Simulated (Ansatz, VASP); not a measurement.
**SnTe: VASP beside Ansatz**

POSCAR

```
SnTe
1.0
    0.0000000000      3.5839840137      3.4743141028
    3.5839840137      0.0000000000      3.4743141028
    3.5839840137      3.5839840137      0.0000000000
Sn Te
1 1
Direct
    0.0000000000      0.0000000000      0.0000000000
    0.2500000000      0.2500000000      0.2500000000
```

Contents of INCAR.step1:

```
SYSTEM = SnTe
PREC     = Accurate       ! precision mode
ENCUT    = 520            ! plane-wave cutoff, eV
ISMEAR   = -1             ! smearing method
SIGMA    = 0.02           ! smearing width, eV
LREAL    = .FALSE.        ! projectors in reciprocal space
LASPH    = .TRUE.         ! aspherical terms in the spheres
NELM     = 100            ! most SCF steps
NBANDS   = 17             ! bands
GGA      = PE             ! functional
ALGO     = Normal         ! electronic algorithm
EDIFF    = 1E-4           ! SCF threshold, eV
LWAVE    = .TRUE.         ! write WAVECAR
LCHARG   = .FALSE.        ! write CHGCAR
```

Contents of INCAR.step2:

```
SYSTEM = SnTe
PREC     = Accurate       ! precision mode
ENCUT    = 520            ! plane-wave cutoff, eV
EDIFF    = 1E-6           ! SCF threshold, eV
ISMEAR   = -1             ! smearing method
SIGMA    = 0.02           ! smearing width, eV
LREAL    = .FALSE.        ! projectors in reciprocal space
LASPH    = .TRUE.         ! aspherical terms in the spheres
NELM     = 100            ! most SCF steps
ALGO     = Normal         ! electronic algorithm
ISIF     = 2              ! what is computed and relaxed
LWAVE    = .FALSE.        ! write WAVECAR
LCHARG   = .TRUE.         ! write CHGCAR
METAGGA  = R2SCAN         ! meta-GGA
LMIXTAU  = .TRUE.       
LELF     = .TRUE.         ! ELF
LVHAR    = .TRUE.       
NBANDS   = 17             ! bands
ISTART   = 1
```

KPOINTS

```
regular mesh
0
G
  6 6 6
  0 0 0
```

Input for Ansatz:

```yaml
crystal:
  lattice:
    - [0.0, 3.5839840137, 3.4743141028]
    - [3.5839840137, 0.0, 3.4743141028]
    - [3.5839840137, 3.5839840137, 0.0]
  atoms:
    - { symbol: Sn, position: [0.0, 0.0, 0.0] }
    - { symbol: Te, position: [0.25, 0.25, 0.25] }
kpoints:
  mp_grid: { grid: [6, 6, 6] }
  band_path:
    path:
      - [0.0, 0.0, 0.0]
      - [-0.5, -0.5, 0.0]
      - [-0.375, -0.375, 0.25]
      - [-0.375, 0.0, 0.375]
      - [0.0, 0.0, 0.5]
      - [-0.5, -0.25, 0.25]
      - [0.25, -0.25, -0.5]
    npoints: 1
hamiltonian:
  xc: r2scan
scf:
  occupations: { method: fermi_dirac, width: 0.02 }
  n_extra_bands: 4
output:
  forces: true
  stress: true
  eigenvalues: true
```

Change from the starting cell: uniaxial_z strain -3.1%.

Alike in both runs: task single point; functional r2SCAN; k mesh 6 × 6 × 6; occupations fermi-dirac, width 0.02 eV; no spin polarisation.

|  | VASP | Ansatz |
| --- | --- | --- |
| version | VASP 6.6.1 | Ansatz 0.2.0 |
| potentials or method | VASP PAW PBE potentials, release 64 (Sn_d, Te) | plane waves, PAW |
| plane-wave cutoff (eV) | 520 | 500 |
| valence electrons in the cell | 20 | 30 |

```tsv
	VASP	Ansatz	Ansatz less VASP
pressure (GPa)	0.9	0.9	0.00
largest component of the traceless stress (GPa)	0.08	0.08	-0.002
```

The functional is the same, so the differences come from potentials, cutoffs and numerics. The two sets of potentials don't hold the same shells in valence.

Caveats: the PAW data sets were made with another functional, which shifts forces and pressure a little (VASP); spin-orbit coupling is left out, which moves the levels of the heavy elements. A k mesh can miss the band edges.
